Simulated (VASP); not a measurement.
A run of VASP 6.6.1 is set up as follows.

File INCAR:

```
SYSTEM = KCl
ALGO = Normal
EDIFF = 1E-6
ENCUT = 500
GGA = PE
GGA_COMPAT = .False.
ISIF = 2
ISMEAR = -1
LASPH = .True.
LCHARG = .True.
LELF = .True.
LREAL = .False.
LVHAR = .True.
LWAVE = .False.
NBANDS = 15
NELM = 120
PREC = Accurate
SIGMA = 0.1
```

Contents of KPOINTS:

```
k-points
0
Gamma
  5 5 5
  0 0 0
```

The input POSCAR:

```
KCl
1.0
    0.0000000000      3.1904910882      3.1904910882
    3.1904910882      0.0000000000      3.1904910882
    3.1904910882      3.1904910882      0.0000000000
K Cl
1 1
Direct
    0.0000000000      0.0000000000      0.0000000000
    0.5000000000      0.5000000000      0.5000000000
```

Potentials or basis: VASP PAW PBE potentials, release 64 (K_sv, Cl).

Command:

```console
$ cat potpaw_PBE.64/K_sv/POTCAR potpaw_PBE.64/Cl/POTCAR > POTCAR
$ mpirun -np 1 vasp_std > vasp.out
```

(1) What does it give for the band gap on the k mesh?

(2) Estimate the pressure.

Answers

(1) 5.05 eV, direct.

(2) 0.0 GPa.

**Measured values to compare with.**

A printed reference work, monograph reports, for a bulk crystal of KCl: band gap 8.68 eV.

A measured gap of KCl is 8.68 eV (a printed reference work, monograph); the calculated 5.05 eV misses it by -3.63 eV. The value is that of PBE, without temperature or zero-point motion. Semilocal functionals fall short of measured gaps as a rule.
